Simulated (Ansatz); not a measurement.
## C in Ansatz: the effect of functional

Crystal: C.

```
C
1.0
     0.00000    1.78337    1.78337
     1.78337    0.00000    1.78337
     1.78337    1.78337    0.00000
C
2
Direct
  0.75000 0.75000 0.75000
  0.50000 0.50000 0.50000
```

This isn't the form of C at room conditions, which is graphite.

Alike in all runs:

* Program: Ansatz 0.2.0
* Task: single point
* Potentials or basis: all-electron PAW datasets made for the crystal
* k mesh: 8 × 8 × 8
* Occupations: fermi-dirac, width 0.05 eV
* Spin: no spin polarisation

Q: One run gave: gap on the mesh 4.14 eV; pressure 1.8 GPa. Which functional did it use?
A. HSE06
B. PBE
C. PBE0

A: B.

| functional | cutoff | gap on the mesh (eV) | pressure (GPa) |
| --- | --- | --- | --- |
| PBE | 540 eV (chosen from the basis error) | 4.14 | 1.8 |
| HSE06 | 600 eV (chosen from the basis error) | 5.29 | -8.1 |
| PBE0 | 600 eV (chosen from the basis error) | 6.04 | -8.3 |

A k mesh can miss the band edges.
